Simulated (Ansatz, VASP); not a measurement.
## ZrC in VASP and in Ansatz

```
Zr C
1.0
     3.08464    0.00000    0.00000
     0.00000    3.08464    0.00000
     0.00000    0.00000    3.08464
Zr C
1 1
Direct
  0.50000 0.50000 0.50000
  0.00000 0.00000 0.00000
```

Alike in both runs: task single point; functional PBE; k mesh 6 × 6 × 6; occupations gaussian, width 0.1 eV; no spin polarisation.

|  | VASP | Ansatz |
| --- | --- | --- |
| version | VASP 6.6.1 | Ansatz 0.2.0 |
| potentials or method | VASP PAW PBE potentials, release 64 (Zr_sv, C) | scalar-relativistic, plane waves, PAW |
| plane-wave cutoff (eV) | 520 | 420 |
| valence electrons in the cell | 16 | 16 |

|  | VASP | Ansatz | Ansatz less VASP |
| --- | --- | --- | --- |
| gap on the k mesh at the Fermi level (eV) | none | none | - |
| pressure (GPa) | -22.3 | -22.4 | -0.09 |

A gap of «none» marks a metal or a gap that the smearing closes. With one functional, cell and mesh, what is left measures potentials, basis and numerics.

Caveats: so large a pressure means that the cell lies far from this level's equilibrium, or that cutoff or potentials fall short (VASP).
